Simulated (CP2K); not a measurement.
Crystal: Al2Au.

```xyz
3
Lattice="4.2426 0.0000 0.0000 2.1213 3.6742 0.0000 2.1213 1.2247 3.4641" Properties=species:S:1:pos:R:3 pbc="T T T"
Au    0.0000    0.0000    0.0000
Al    6.3640    3.6742    2.5981
Al    2.1213    1.2247    0.8660
```

* Program: CP2K 2026.2
* Task: single point
* Functional: PBE
* Potentials or basis: POTENTIAL_UZH Au GTH-PBE-q11, Al GTH-PBE-q3; TZVP-MOLOPT-PBE-GTH basis
* Density cutoff: 6803 eV
* k mesh: 8 × 8 × 8
* Occupations: fermi-dirac, width 0.05 eV
* Spin: no spin polarisation

On this cell: pressure 4.6 GPa; largest force zero by symmetry; band gap on the k mesh none (metal or under the smearing width).

The same run follows on a disturbed copy (atoms moved at random, drawn with an rms of 0.05 Å):

```xyz
3
Lattice="4.2426 0.0000 0.0000 2.1213 3.6742 0.0000 2.1213 1.2247 3.4641" Properties=species:S:1:pos:R:3 pbc="T T T"
Au   -0.0350   -0.0197    0.0393
Al    6.3256    3.7151    2.6436
Al    2.1107    1.2429    0.9005
```

**Question.** What does the disturbed cell give?

**Answer.** The energy (extrapolated to zero smearing) moves by +4.2 meV/atom; pressure 4.7 GPa; largest force 0.420 eV/Å; band gap on the k mesh none (metal or under the smearing width).

Forces on the atoms (eV/Å):
```
Au   0.078  0.413  0.013
Al   0.051 -0.270 -0.056
Al  -0.128 -0.143  0.043
```

Stress tensor (GPa, compression positive):
```
 5.29 -0.50 -0.33
-0.50  4.54  0.22
-0.33  0.22  4.36
```

Caveats: the basis of atomic orbitals isn't converged, which shifts pressures, moduli and gaps.
